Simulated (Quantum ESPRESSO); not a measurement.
# FeSi2 (Linzhiite): equation of state with LDA

FeSi2 (Linzhiite):

```xyz
3
Lattice="2.6840 0.0000 0.0000 0.0000 2.6840 0.0000 0.0000 0.0000 5.1280" Properties=species:S:1:pos:R:3 pbc="T T T"
Fe    0.0000    0.0000    0.0000
Si    1.3420    1.3420    3.7434
Si    1.3420    1.3420    1.3846
```

```yaml
Program: Quantum ESPRESSO 7.5
Task: equation of state
Functional: LDA
Potentials_or_basis: GBRV 1.5 LDA
Cutoff: 762 eV
Density_cutoff: 6095 eV
k_mesh: 10 × 10 × 5
Occupations: fermi-dirac, width 0.05 eV
Spin: collinear spin, ferromagnetic start
Starting_moments: "[3.0, 0.0, 0.0] μB"
```

```
Equilibrium volume                        : 11.96 Å³/atom
Bulk modulus at fixed shape and positions : 214 GPa
Pressure derivative of the bulk modulus   : 4.8
```

Energy against volume, from the lowest point:
```tsv
volume (Å³/atom)	energy (meV/atom)
11.575	8.33
11.821	0.55
12.068	0.00
12.314	5.90
12.560	17.57
12.806	34.31
13.053	55.55
```

All runs of the series together: 6.4 min on 2 threads of AMD EPYC 7R43 64-Core Processor (Zen 3), with other jobs on the host.

Caveat: the cell was scaled at fixed shape and fractional positions, which overstates the stiffness of a crystal with free parameters, most of all of layers and chains.
